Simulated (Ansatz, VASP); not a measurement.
**One calculation of SiNi3, two programs**

The input INCAR:

```
ALGO     = Normal         # electronic algorithm
EDIFF    = 1E-7           # SCF threshold, eV
ENCUT    = 520            # plane-wave cutoff, eV
GGA      = PE             # functional
ISIF     = 2              # what is computed and relaxed
ISMEAR   = 0              # smearing method
LASPH    = T              # aspherical terms in the spheres
LCHARG   = F              # write CHGCAR
LREAL    = F              # projectors in reciprocal space
LWAVE    = F              # write WAVECAR
NBANDS   = 25             # bands
NELM     = 100            # most SCF steps
PREC     = Accurate       # precision mode
SIGMA    = 0.15           # smearing width, eV
```

Contents of KPOINTS:

```
k-points
0
Gamma
  10 10 10
```

Contents of POSCAR:

```
SiNi3
1.0
    3.5062596404      0.0000000000      0.0000000000
    0.0000000000      3.5062596404      0.0000000000
    0.0000000000      0.0000000000      3.5062596404
Si Ni
1 3
Direct
    0.0000000000      0.0000000000      0.0000000000
    0.0000000000      0.5000000000      0.5000000000
    0.5000000000      0.0000000000      0.5000000000
    0.5000000000      0.5000000000      0.0000000000
```

Input for Ansatz:

```yaml
crystal:
  lattice:
    - [3.5062596404, 0.0, 0.0]
    - [0.0, 3.5062596404, 0.0]
    - [0.0, 0.0, 3.5062596404]
  atoms:
    - { symbol: Si, position: [0.0, 0.0, 0.0] }
    - { symbol: Ni, position: [0.0, 0.5, 0.5] }
    - { symbol: Ni, position: [0.5, 0.0, 0.5] }
    - { symbol: Ni, position: [0.5, 0.5, 0.0] }
basis:
  ecutwfc: 420
kpoints:
  mp_grid: { grid: [10, 10, 10] }
hamiltonian:
  xc: pbe
scf:
  occupations: { method: gaussian, width: 0.15 }
output:
  forces: true
  stress: true
  eigenvalues: true
  write_density: true
  write_potential: true
  elf: true
  volumetric_format: npy
```

Alike in both runs: task single point; functional PBE; k mesh 10 × 10 × 10; occupations gaussian, width 0.15 eV; no spin polarisation.

|  | VASP | Ansatz |
| --- | --- | --- |
| version | VASP 6.6.1 | Ansatz 0.2.0 |
| potentials or method | VASP PAW PBE potentials, release 64 (Si, Ni) | scalar-relativistic, plane waves, PAW |
| plane-wave cutoff (eV) | 520 | 420 |
| valence electrons in the cell | 34 | 58 |

|  | VASP | Ansatz | Ansatz less VASP |
| --- | --- | --- | --- |
| gap on the k mesh at the Fermi level (eV) | none | none | - |
| pressure (GPa) | 0.0 | 0.0 | -0.01 |

A gap of «none» marks a metal or a gap that the smearing closes. The two sets of potentials don't hold the same shells in valence.

Spin polarisation is off, so any magnetic state and its effect on volume and gap are missing.
